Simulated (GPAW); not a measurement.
**AlN: band structure with optB88-vdW**

The system is AlN.

```
Al N
1.0
     0.00000    2.18399    2.18399
     2.18399    0.00000    2.18399
     2.18399    2.18399    0.00000
Al N
1 1
Cartesian
  0.0000 0.0000 0.0000
  1.0920 1.0920 1.0920
```

Measurements of this composition are mostly on another form, of space group No. 186.

- Program: GPAW 26.7.0
- Task: band structure
- Functional: optB88-vdW
- Potentials or basis: GPAW PAW data sets (gpaw-data 1.2.1)
- Cutoff: 800 eV
- Basis: pw
- k mesh: 10 × 10 × 10
- Occupations: fermi-dirac, width 0.05 eV
- Spin: no spin polarisation
- Maxiter: 150
- older calculator (legacy_gpaw): yes
- Band path: GXWKGLUWLK,UX
- Band points: 100

```yaml
Band_gap_on_the_k_mesh: 3.52 eV, indirect (least direct gap 4.43 eV)
Band_gap_along_the_path: 3.52 eV, indirect (least direct gap 4.43 eV)
```

Levels at the corners of the path, in eV from the valence-band top:
| point | band 1 | band 2 | band 3 | band 4 | band 5 | band 6 |
| --- | --- | --- | --- | --- | --- | --- |
| Γ | -14.88 | 0.00 | 0.00 | 0.00 | 4.43 | 12.64 |
| X | -12.19 | -4.85 | -1.75 | -1.75 | 3.52 | 8.75 |
| W | -12.14 | -3.74 | -3.39 | -2.64 | 6.20 | 11.56 |
| K | -12.21 | -4.20 | -3.57 | -1.35 | 5.34 | 10.22 |
| Γ | -14.88 | 0.00 | 0.00 | 0.00 | 4.43 | 12.64 |
| L | -12.83 | -5.78 | -0.47 | -0.47 | 7.53 | 10.03 |
| U | -12.21 | -4.20 | -3.57 | -1.35 | 5.34 | 10.22 |
| W | -12.14 | -3.74 | -3.39 | -2.64 | 6.20 | 11.56 |
| L | -12.83 | -5.78 | -0.47 | -0.47 | 7.53 | 10.03 |
| K | -12.21 | -4.20 | -3.57 | -1.35 | 5.34 | 10.22 |
| U | -12.21 | -4.20 | -3.57 | -1.35 | 5.34 | 10.22 |
| X | -12.19 | -4.85 | -1.75 | -1.75 | 3.52 | 8.75 |

Wall time 27 s on 1 thread of Arm Neoverse V2, with other jobs on the host, peak memory 0.24 GiB.
